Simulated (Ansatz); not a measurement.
## Tc: changing the functional

The structure is hexagonal, space group P6_3/mmc (No. 194). Conventional cell: a = 2.740 Å, b = 2.740 Å, c = 4.398 Å, α = 90.00°, β = 90.00°, γ = 120.00°. Tc (site symmetry -6m2) has 12 Tc at 2.71 to 2.74 Å as nearest neighbours.

Kept alike: task band structure; k mesh 11 × 11 × 6; occupations fermi-dirac, width 0.05 eV; no spin polarisation. Program: Ansatz, all-electron LAPW, scalar-relativistic. The mesh is that of the run's cell of 2 atoms. No spin-orbit coupling.

| run | pressure (GPa) |
| --- | --- |
| A | 2.90 |
| B | -11.89 |
| C | -6.57 |

Pressure is positive in compression. For a metal such a mesh leaves the last digits unconverged.

**Question.** The runs differ in the functional alone: LDA; PBE; PBEsol. Which run is which?

**Answer.** Run A is PBE; run B is LDA; run C is PBEsol. The pressure runs from -11.89 (LDA) to 2.90 GPa (PBE). From PBE: LDA -14.79; PBEsol -9.47. A positive pressure means that the functional's own cell is larger than the one given, a negative one that it is smaller.
